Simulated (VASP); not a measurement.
# I (I4/mmm) in VASP: single point with LDA

Aim: the single point of I with LDA.

Program: VASP 6.6.1. These are calculated values, not measurements. Logs are shortened: lines on timing, memory, paths and dates and some standing lists are left out, and cuts for length are marked.

## Step 1: The structure

It takes space group I4/mmm (No. 139, tetragonal). Conventional cell: a = 3.235 Å, b = 3.235 Å, c = 8.530 Å, α = 90.00°, β = 90.00°, γ = 90.00°. I (site symmetry 4/mmm) is surrounded by 4 I at 3.23 Å.

## Step 2: Single point, LDA

The input, INCAR:

```
ALGO = Fast
EDIFF = 1E-6
ENCUT = 520
ISIF = 2
ISMEAR = 0
LASPH = True
LCHARG = True
LELF = True
LREAL = False
LVHAR = True
LWAVE = False
NBANDS = 10
NELM = 100
PREC = Accurate
SIGMA = 0.15
```

The input, KPOINTS:

```
k-points
0
Gamma
  22 22 22
```

The input, POSCAR:

```
I
1.0
   -1.6174560000      1.6174560000      4.2648080000
    1.6174560000     -1.6174560000      4.2648080000
    1.6174560000      1.6174560000     -4.2648080000
I
1
Direct
    0.0000000000      0.0000000000      0.0000000000
```

Potentials or basis: VASP PAW LDA potentials, release 64 (I).

Started as:

```
cat potpaw_LDA.64/I/POTCAR > POTCAR
mpirun -np 1 vasp_std > vasp.out
```

OUTCAR:

```text
EDIFF = 1E-6
   ENCUT = 520
   ISIF = 2
   ISMEAR = 0
   LASPH = True
   LREAL = False
   NELM = 100
   PREC = Accurate

 ion  position               nearest neighbor table
   1  0.000  0.000  0.000-

  LATTYP: Found a body centered tetragonal cell.
 ALAT       =     3.2349120000
 C/A-ratio  =     2.6367381864

  Lattice vectors:

 A1 = (  -1.6174560000,   1.6174560000,   4.2648080000)
 A2 = (   1.6174560000,  -1.6174560000,   4.2648080000)
 A3 = (   1.6174560000,   1.6174560000,  -4.2648080000)

Analysis of symmetry for initial positions (statically):
=====================================================================
 Subroutine PRICEL returns:
 Original cell was already a primitive cell.

 Routine SETGRP: Setting up the symmetry group for a
 body centered tetragonal supercell.

 Subroutine GETGRP returns: Found 16 space group operations
 (whereof 16 operations were pure point group operations)
 out of a pool of 16 trial point group operations.

The static configuration has the point symmetry D_4h.

Analysis of symmetry for dynamics (positions and initial velocities):
=====================================================================
 Subroutine PRICEL returns:
 Original cell was already a primitive cell.

 Routine SETGRP: Setting up the symmetry group for a
 body centered tetragonal supercell.

 Subroutine GETGRP returns: Found 16 space group operations
 (whereof 16 operations were pure point group operations)
 out of a pool of 16 trial point group operations.

The dynamic configuration has the point symmetry D_4h.

 Subroutine INISYM returns: Found 16 space group operations
 (whereof 16 operations are pure point group operations),
 and found     1 'primitive' translations

----------------------------------------------------------------------------------------

                                     Primitive cell

  volume of cell :      44.6297

  direct lattice vectors                    reciprocal lattice vectors
    -1.617456000  1.617456000  4.264808000     0.000000000  0.309127420  0.117238572
     1.617456000 -1.617456000  4.264808000     0.309127420  0.000000000  0.117238572
     1.617456000  1.617456000 -4.264808000     0.309127420  0.309127420  0.000000000

  length of vectors
     4.839515999  4.839515999  4.839515999     0.330612529  0.330612529  0.437172190

  position of ions in fractional coordinates (direct lattice)
     0.000000000  0.000000000  0.000000000

  ion indices of the primitive-cell ions
   primitive index   ion index
[... 80 lines left out ...]
   ISYM   =      2    0-nonsym 1-usesym 2-fastsym
   POTIM  = 0.5000    time-step for ionic-motion
   TEBEG  =    0.0;   TEEND  =   0.0 temperature during run
   PSTRESS=    0.0 pullay stress
   NELECT =       7.0000    total number of electrons
   NUPDOWN=      -1.0000    fix difference up-down
   EMIN   =  10.00;   EMAX   =-10.00  energy-range for DOS
   EFERMI =   0.00;   METHOD = LEGACY
   ISMEAR =     0;   SIGMA  =   0.15  broadening in eV -4-tet -1-fermi 0-gaus
   EFERMI_NEDOS =   21; number of points for ismear=-14 and -15
   IALGO  =     68    algorithm
   IMIX   =      4    mixing-type and parameters
     AMIX     =   0.40;   BMIX     =  1.00
     AMIX_MAG =   1.60;   BMIX_MAG =  1.00
  volume/ion in A,a.u.               =      44.63       301.18
  Fermi-wavevector in a.u.,A,eV,Ry     =   0.882875  1.668392 10.605317  0.779469
  Thomas-Fermi vector in A             =   2.003566
   LORBIT       =      0    0 simple, 1 ext, 2 COOP (PROOUT), +10 PAW based schemes
   GGA     = CA    functional components
   LHFCALC =     F    Hartree Fock is set to
   AEXX    =    0.0000 exact exchange contribution
   IVDW    =     0    specifies the selected vdW correction
   LEPSILON=     F    determine dielectric tensor
   LRPA    =     F    only Hartree local field effects (RPA)
 non-spin polarized calculation
 RMM-DIIS sequential band-by-band and
 Gauss-broadening in eV      SIGMA  =   0.15
  energy-cutoff  :      520.00
  volume of cell :       44.63
 maximum number of plane-waves:      1224
   NGX = 17   NGY = 17   NGZ = 17

 number of electron       6.9999999 magnetization

 Free energy of the ion-electron system (eV)
  ---------------------------------------------------
  ext. energy  EPLUGINS =         0.00000000
  ---------------------------------------------------
  free energy    TOTEN  =        -1.90367986 eV

  energy without entropy =       -1.89740777  energy(sigma->0) =       -1.90054382

 E-fermi :   2.4623     XC(G=0):  -8.1409

 val. band max:        2.4590147266   @ k =  -0.4545  -0.4545   0.3636
 cond. band min:       2.4640428617   @ k =  -0.1818  -0.2727   0.1818
 fundamental gap:      0.0050281351
 Fermi energy:         2.4623207867

 k-point     1 :       0.0000    0.0000    0.0000
  band No.  band energies     occupation
      1     -11.3115      2.00000
      2       0.1933      2.00000
      3       3.2733      0.00000
      4       3.2733      0.00000
      5       6.3745      0.00000
      6       9.8355      0.00000
      7      10.3490      0.00000
      8      14.7440      0.00000
      9      14.9373      0.00000
     10      14.9373      0.00000
[... 287 lines left out ...]
 k-point    24 :      -0.4545    0.0455    0.0000
  band No.  band energies     occupation
      1      -9.9758      2.00000
      2      -2.5437      2.00000
      3       0.7890      2.00000
      4       3.9774      0.00000
      5       7.2447      0.00000
      6      11.2309      0.00000
      7      11.9839      0.00000
      8      13.2976      0.00000
      9      14.2170      0.00000
     10      15.6523      0.00000

 [... further k-points ...]

------------------------ aborting loop because EDIFF is reached ----------------------------------------

  FORCE on cell =-STRESS in cart. coord.  units (eV):
  Direction    XX          YY          ZZ          XY          YZ          ZX
  --------------------------------------------------------------------------------------
  -------------------------------------------------------------------------------------
  Total       -0.7973224     -0.7973224     -0.3097832      0.0000000      0.0000000      0.0000000
  in kB      -28.6233267    -28.6233267    -11.1210060      0.0000000      0.0000000      0.0000000
  external PRESSURE =     -22.7892198 kB  Pullay stress =       0.0000000 kB

 VOLUME and BASIS-vectors are now :
 -----------------------------------------------------------------------------
  energy-cutoff  :      520.00
  volume of cell :       44.63
      direct lattice vectors                 reciprocal lattice vectors
    -1.617456000  1.617456000  4.264808000     0.000000000  0.309127420  0.117238572
     1.617456000 -1.617456000  4.264808000     0.309127420  0.000000000  0.117238572
     1.617456000  1.617456000 -4.264808000     0.309127420  0.309127420  0.000000000

 POSITION                                       TOTAL-FORCE (eV/Angst)
 -----------------------------------------------------------------------------------
      0.00000      0.00000      0.00000        -0.000000     -0.000000      0.000000
 -----------------------------------------------------------------------------------
    total drift:                               -0.000000      0.000000      0.000000

  FREE ENERGIE OF THE ION-ELECTRON SYSTEM (eV)
  ---------------------------------------------------
  free  energy   TOTEN  =        -1.9036798591 eV

  energy  without entropy=       -1.8974077727  energy(sigma->0) =       -1.90054382
```

stdout:

```text
POSCAR found type information on POSCAR I
 POSCAR found :  1 types and       1 ions
 scaLAPACK will be used
 LDA part: xc-table for (Slater(with rela. corr.)+CA(PZ))
 , standard interpolation
 POSCAR, INCAR and KPOINTS ok, starting setup
 FFT: planning ... GRIDC
 FFT: planning ... GRID_SOFT
 FFT: planning ... GRID
 WAVECAR not read
 entering main loop
```

It took 6.5 min on 1 thread of Intel Xeon Platinum 8488C (Sapphire Rapids), shared host; peak memory 0.45 GiB.

Results:

- Free energy: -1.9037 eV
- Pressure: -2.3 GPa
- Band gap on the k mesh: none (metal or under the smearing width)

Caveat: an odd number of electrons without spin polarisation forces a metal; a magnetic or distorted state may lie lower. Spin-orbit coupling is left out, which matters for the levels of I.
